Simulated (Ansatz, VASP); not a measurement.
## One calculation of MoS2, two programs

```
Mo S
1.0
     3.22746    0.00000    0.00000
    -1.61373    2.79507    0.00000
     0.00000    0.00000    6.31247
Mo S
1 2
Direct
  0.00000 0.00000 0.50000
  0.66667 0.33333 0.74468
  0.33333 0.66667 0.25532
```

Measurements of this composition are mostly on another form, of space group No. 194.

Alike in both runs: task single point; functional PBE; k mesh 9 × 9 × 4; occupations gaussian, width 0.028 eV; no spin polarisation.

|  | VASP | Ansatz |
| --- | --- | --- |
| version | VASP 6.6.1 | Ansatz 0.2.0 |
| potentials or method | VASP PAW PBE potentials, release 64 (Mo_sv, S) | Ansatz PAW |
| plane-wave cutoff (eV) | 520 | 420 |
| valence electrons in the cell | 26 | 26 |

VASP gave:

| Property | Result |
| --- | --- |
| gap on the k mesh at the Fermi level (eV) | none |
| pressure (GPa) | 1.0 |
| largest component of the traceless stress (GPa) | 2.03 |
| rms of the force components (eV/Å) | 0.135 |

Task: Estimate Ansatz's values.

Result: gap on the k mesh at the Fermi level (eV): none; pressure (GPa): 1.1; largest component of the traceless stress (GPa): 2.02; rms of the force components (eV/Å): 0.139.

Atom by atom the forces differ by 0.004 eV/Å (rms over components). A gap of «none» marks a metal or a gap that the smearing closes. The functional is the same, so the differences come from potentials, cutoffs and numerics.

Caveats: this functional lacks dispersion, which binds the layers, so the pressure and a relaxed spacing across them are unreliable.
